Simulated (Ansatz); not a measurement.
**Re: further runs on the relaxed cell**

The task here is to estimate one member of a computed series from the others.

Program: Ansatz 0.2.0. Level of theory: DFT PBEsol, scalar-relativistic, plane waves, PAW. These are calculated values, not measurements.

1 further run of the same task is left out (set aside as unsound or not needed).

**The structure to begin with**

It takes space group P6_3/mmc (No. 194, hexagonal). Conventional cell: a = 2.750 Å, b = 2.750 Å, c = 4.443 Å, α = 90.00°, β = 90.00°, γ = 120.00°. Re (site symmetry -6m2) is surrounded by 12 Re at 2.73 to 2.75 Å.

As a file:

```cif
data_structure
_symmetry_space_group_name_H-M 'P 1'
_symmetry_Int_Tables_number 1
_cell_length_a 2.7504
_cell_length_b 2.7504
_cell_length_c 4.4432
_cell_angle_alpha 90.000
_cell_angle_beta 90.000
_cell_angle_gamma 120.000
_cell_volume 29.11
loop_
_atom_site_label
_atom_site_type_symbol
_atom_site_fract_x
_atom_site_fract_y
_atom_site_fract_z
_atom_site_occupancy
Re1 Re 0.33333 0.66667 0.25000 1
Re2 Re 0.66667 0.33333 0.75000 1
```

This cell was relaxed beforehand with the same method: volume 14.55 Å³/atom, gap on the mesh none (metal).

The first run:

input.yaml reads:

```yaml
crystal:
  lattice:
    - [2.7503660254, 0.0, 0.0]
    - [-1.3751830127, 2.3818868477, 0.0]
    - [0.0, 0.0, 4.4432016745]
  atoms:
    - { symbol: Re, position: [0.3333333333, 0.6666666667, 0.25] }
    - { symbol: Re, position: [0.6666666667, 0.3333333333, 0.75] }
basis:
  ecutwfc: 420
kpoints:
  mp_grid: { grid: [18, 18, 10] }
  band_path:
    path:
      - [[0.0, 0.0, 0.0], [0.5, 0.0, 0.0], [0.33333333, 0.33333333, 0.0], [0.0, 0.0, 0.0], [0.0, 0.0, 0.5], [0.5, 0.0, 0.5], [0.33333333, 0.33333333, 0.5], [0.0, 0.0, 0.5]]
      - [[0.5, 0.0, 0.5], [0.5, 0.0, 0.0]]
      - [[0.33333333, 0.33333333, 0.5], [0.33333333, 0.33333333, 0.0]]
    npoints: 14
hamiltonian:
  xc: pbesol
scf:
  occupations: { method: gaussian, width: 0.1 }
  n_extra_bands: 6
output:
  forces: true
  stress: true
  eigenvalues: true
  populations: true
  dos: { projected: true, de: 0.02, nscf_kmesh: { grid: [27, 27, 15] } }
  bader: true
  write_density: true
  write_potential: true
  elf: true
  volumetric_format: npy
```

Launch:

```sh
> ansatz run input.yaml --threads 1 --pin off --max-ram 2560MiB --backend cpu --events-out ev --progress --plain --runs-dir out
```

Among the steps run: Electronic structure at the relaxed geometry; The cell as listed, for comparison; The cell scaled to 0.97 of its volume; Volume × 1.03; Volume × 0.94; Point at V/V0 = 1.06; Volume × 0.91; The cell scaled to 1.10 of its volume; The cell scaled to 0.88 of its volume.

One table of the session follows, with a row left open; its other results are not shown here.

It belongs to the step «Energy against volume». 

| volume (Å³/atom) | energy above the lowest point (meV/atom) | pressure (GPa) |
| --- | --- | --- |
| 12.807 | 320.5 | 65.96 |
| 13.244 | 169.9 | 45.26 |
| 13.681 | 71.2 | 27.69 |
| 14.117 | 16.8 | 12.73 |
| 14.554 | 0.0 | 0.00 |
| 14.990 | ? | ? |
| 15.427 | 57.7 | -20.04 |
| 16.009 | 149.6 | -30.16 |

Q: Estimate the row for volume (Å³/atom) = 14.990 from the others.

Worked estimate for «energy above the lowest point (meV/atom)». A straight line through the neighbours (14.554, 0.0) and (15.427, 57.7) gives 0.0 + (57.7 − 0.0) × (14.990 − 14.554) / (15.427 − 14.554) = 28.8; a parabola fitted to 4 rows on both sides gives 15.7.

The run gave: energy above the lowest point (meV/atom): 15.2; pressure (GPa): -10.83. In «energy above the lowest point (meV/atom)» the line misses by +13.6 and the parabola by +0.5.
